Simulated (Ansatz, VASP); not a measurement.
**Two plane-wave programs on MoP**

```xyz
2
Lattice="3.2230 0.0000 0.0000 -1.6115 2.7912 0.0000 0.0000 0.0000 3.1910" Properties=species:S:1:pos:R:3 pbc="T T T"
Mo   -0.0237    0.0170    0.0045
P    -0.0464    1.8811    1.5640
```

Change from the starting cell: atoms moved at random, drawn with an rms of 0.05 Å.

Alike in both runs: task single point; functional PBE; k mesh 10 × 10 × 8; occupations fermi-dirac, width 0.05 eV; no spin polarisation.

|  | VASP | Ansatz |
| --- | --- | --- |
| version | VASP 6.6.1 | Ansatz 0.2.0 |
| potentials or method | VASP PAW PBE potentials, release 64 (Mo_sv, P) | Ansatz PAW |
| plane-wave cutoff (eV) | 520 | 420 |
| valence electrons in the cell | 19 | 19 |

|  | VASP | Ansatz | Ansatz less VASP |
| --- | --- | --- | --- |
| gap on the k mesh at the Fermi level (eV) | none | none | - |
| pressure (GPa) | 2.9 | 2.8 | -0.11 |
| largest component of the traceless stress (GPa) | 0.95 | 0.94 | -0.001 |
| rms of the force components (eV/Å) | 0.346 | 0.345 | -0.0002 |

Atom by atom the forces differ by 0.000 eV/Å (rms over components). A gap of «none» marks a metal or a gap that the smearing closes.
